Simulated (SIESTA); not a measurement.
BaTiO3 (Barioperovskite):

```
Ba Ti O
1.0
     3.98550    0.00000    0.00000
     0.00000    2.83690    2.84515
     0.00000   -2.83690    2.84515
Ba Ti O
1 1 3
Direct
  0.00000 0.00000 0.00000
  0.50000 0.51240 0.51240
  0.50000 0.99184 0.50524
  0.50000 0.50524 0.99184
  0.00000 0.48740 0.48740
```

Base run:

```yaml
Program: SIESTA 5.4.2
Functional: PBEsol
Potentials_or_basis: PseudoDojo 0.4 standard (PBEsol files)
Basis: DZP (energy shift 0.003 Ry; two zetas on semicore shells; d shell added on Ba)
Grid_cutoff: 800 Ry
Energy_shift: 0.003 Ry
k_mesh: 7 × 7 × 7
Occupations: fermi-dirac, width 0.05 eV
Spin: no spin polarisation
```

Its results: band gap on the k mesh 1.83 eV, indirect (least direct gap 1.95 eV); pressure -1.8 GPa; largest force 0.258 eV/Å.

**Question.** The run is repeated on the same cell with these changes: functional from PBEsol to LDA; potentials or basis from PseudoDojo 0.4 standard (PBEsol files) to PseudoDojo 0.4 standard (LDA files). What comes out?

**Answer.** Band gap on the k mesh 1.80 eV, indirect (least direct gap 1.91 eV); pressure -6.4 GPa; largest force 0.278 eV/Å.

Caveats: this set's barium file shifts pressures by up to 1 GPa against other sets; spin-orbit coupling is left out, which moves the levels of the heavy elements; the basis of atomic orbitals isn't converged, which shifts pressures, moduli and gaps; an odd mesh through Γ misses points on the zone boundary, where band edges often lie (some runs).
